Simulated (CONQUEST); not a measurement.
## Hf in CONQUEST: convergence with k mesh

Input of the first run (k mesh 1 × 1 × 1); the others differ in this setting and in those tied to it:

Conquest_input

```
IO.Title Hf
IO.Coordinates coords.dat
IO.FractionalAtomicCoords T
IO.Iprint 2
IO.Iprint_init 1
General.NumberOfSpecies 1
General.PseudopotentialType hamann
AtomMove.TypeOfRun static
AtomMove.FullStress T
Grid.GridCutoff 120
DM.SolutionMethod diagon
Diag.MPMesh T
Diag.GammaCentred T
Diag.MPMeshX 1
Diag.MPMeshY 1
Diag.MPMeshZ 1
Diag.kT 0.00183747
minE.SCTolerance 1e-6
SC.MaxIters 100
IO.AtomChargeOutput T
%block ChemicalSpeciesLabel
1 178.490 Hf
%endblock
```

File coords.dat:

```
    6.8219113099     0.0000000000     0.0000000000
    0.0000000000     6.8219113099     0.0000000000
    0.0000000000     0.0000000000     6.8219113099
2
  0.0129420000   0.0019980000  -0.0086090000 1 T T T
  0.4859210000   0.4960790000   0.4891050000 1 T T T
```

Potentials or basis: PseudoDojo NC LDA, DZP, grid cutoff 120 Ha.

Run with:

```bash
$ OMP_NUM_THREADS=1 Conquest
```

The cell isn't the ideal one: atoms moved at random.

This isn't the form of Hf at room conditions, which is hcp.

Hardware: 1 thread of AMD EPYC 7R43 64-Core Processor (Zen 3), on a shared host.

```
      k mesh  energy less the tightest run, at zero smearing (meV/atom)  pressure (GPa)  largest force (eV/Å)  SCF cycles  CPU time (s)  peak memory (GiB)
   1 × 1 × 1                                                   -2901.91          -42.67                 0.978          10            33               0.58
   2 × 2 × 2                                                    -173.61          -22.46                 0.909           7            29               0.58
   3 × 3 × 3                                                      -2.72          -10.22                 0.641           7            28               0.58
   4 × 4 × 4                                                      17.44          -13.20                 0.107           8            43               0.58
   5 × 5 × 5                                                       6.47          -13.22                 0.379           6            39               0.58
   6 × 6 × 6                                                       1.06          -13.44                 0.373           7            64               0.58
   7 × 7 × 7                                                       2.39          -12.99                 0.306           7            64               0.58
   9 × 9 × 9                                                      -4.18          -13.32                 0.385           6            93               0.58
11 × 11 × 11                                                       0.00          -13.29                 0.376           7           160               0.57
```

Against the tightest run, the pressure stays within 0.1 GPa from 9 × 9 × 9 on. Not settled before the last step: the energy (to 1 meV/atom), the largest force (to 0.005 eV/Å). Meshes of other sizes hit other points, so gaps and Fermi surfaces needn't settle smoothly. The tightest run that finished is the yardstick and may itself not be fully converged.

Caveat, for the tightest run too: the basis of atomic orbitals isn't converged, which shifts pressures, moduli and gaps. The run has no spin-orbit coupling, so splittings on Hf are missing.
